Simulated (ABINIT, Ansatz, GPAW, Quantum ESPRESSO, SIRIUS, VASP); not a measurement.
**CuAu: programs and potentials compared**

```xyz
2
Lattice="2.8107 0.0000 0.0000 0.0000 2.8107 0.0000 0.0000 0.0000 3.6850" Properties=species:S:1:pos:R:3 pbc="T T T"
Au    0.0000    0.0000    0.0000
Cu    1.4054    1.4054    1.8425
```

Alike in all runs: task single point; functional PBEsol; k mesh 9 × 9 × 7; occupations fermi-dirac, width 0.05 eV; no spin polarisation; no spin-orbit coupling. Pressure is positive in compression and, in plane waves, holds the error of the finite cutoff.

```csv
program and potentials,plane-wave cutoff (eV),notes,pressure (GPa)
"ABINIT, PseudoDojo NC SR PBEsol v0.4.1 standard",1252,19 valence electrons an atom on average,-4.27
"Quantum ESPRESSO, GBRV 1.5 PBEsol",762,15 valence electrons an atom on average,-4.23
"Ansatz, all-electron LAPW, scalar-relativistic",-,-,-3.96
"SIRIUS, PseudoDojo 0.4.1 PBEsol standard (scalar relativistic)",1254,19 valence electrons an atom on average,-4.27
"GPAW, PAW data sets generated for this functional",600,11 valence electrons an atom on average; this data set often lies off other programs,-1.52
"VASP, PBE PAW files Au, Cu, 520 eV",520,potentials made for PBE; 11 valence electrons an atom on average,-3.91
```

The pressure spans -4.27 (SIRIUS, PseudoDojo 0.4.1 PBEsol standard (scalar relativistic)) to -1.52 GPa (GPAW, PAW data sets generated for this functional), with all-electron results at -3.96. The pressure on the cell as given of GPAW, PAW data sets generated for this functional lies far from the others; the cause wasn't traced.

The functional is the same throughout but for its coding, so the spread measures potentials, basis and numerics; runs on potential files found faulty are left out.
